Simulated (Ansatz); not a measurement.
# Ru: the cost of one run

Method: DFT PBE, scalar-relativistic, plane waves, PAW, in Ansatz 0.2.0.

4 further runs of the same task are left out: 4 set aside as unsound or not needed.

## 1. The system as given

It takes space group P6_3/mmc (No. 194, hexagonal). The conventional cell has a = 2.722 Å, b = 2.722 Å, c = 4.297 Å, α = 90.00°, β = 90.00°, γ = 120.00°. Ru (site symmetry -6m2) has 12 Ru at 2.66 to 2.72 Å as nearest neighbours.

Coordinates:

```
Ru
1.0
     2.72222    0.00000    0.00000
    -1.36111    2.35751    0.00000
     0.00000    0.00000    4.29731
Ru
2
Direct
  0.33333 0.66667 0.25000
  0.66667 0.33333 0.75000
```

This cell was relaxed beforehand with the same method: volume 13.79 Å³/atom, gap on the mesh none (metal).

## 2. Phonons at Γ, at rest

input.yaml reads:

```yaml
crystal:
  lattice:
    - [2.7222232901, 0.0, 0.0]
    - [-1.3611116451, 2.357514524, 0.0]
    - [0.0, 0.0, 4.2973136336]
  atoms:
    - { symbol: Ru, position: [0.3333333333, 0.6666666667, 0.25] }
    - { symbol: Ru, position: [0.6666666667, 0.3333333333, 0.75] }
basis:
  ecutwfc: 420
kpoints:
  mp_grid: { grid: [18, 18, 10] }
hamiltonian:
  xc: pbe
scf:
  occupations: { method: fermi_dirac, width: 0.15 }
output:
  eigenvalues: true
phonons:
  method: dfpt
  eigenvectors: true
```

Run with:

```console
> ansatz run input.yaml --threads 1 --pin off --max-ram 3072MiB --backend cpu --events-out ev --progress --plain --runs-dir out
```

Q: Estimate wall time and peak memory on 1 thread of AMD EPYC 9R45 (Zen 5), shared host.

About 26 s, with a peak of 1.2 GiB.
